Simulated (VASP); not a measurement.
The system is NaCl.

```
Cl Na
1.0
     0.00000    2.79406    2.79406
     2.79406    0.00000    2.79406
     2.79406    2.79406    0.00000
Cl Na
1 1
Direct
  0.50000 0.50000 0.50000
  0.00000 0.00000 0.00000
```

The cell is a database's computed one.

Base run:

- Program: VASP 6.6.1
- Functional: PBE0
- Potentials or basis: VASP PAW PBE potentials, release 64 (Cl, Na_pv)
- Cutoff: 520 eV
- k mesh: 6 × 6 × 6
- Occupations: gaussian, width 0.02 eV
- Spin: no spin polarisation

Its results: band gap on the k mesh 7.31 eV, direct; pressure 0.9 GPa.

Question: After a change of settings the same cell gave: band gap on the k mesh 8.82 eV, direct; pressure -0.1 GPa. Which change was it?
A. functional from PBE0 to HSE06
B. functional from PBE0 to r2SCAN-EpsX
C. functional from PBE0 to HSE03

Answer: B.

Caveats: the PAW data sets were made with another functional, which shifts forces and pressure a little.

Not every run made on this cell is shown here.
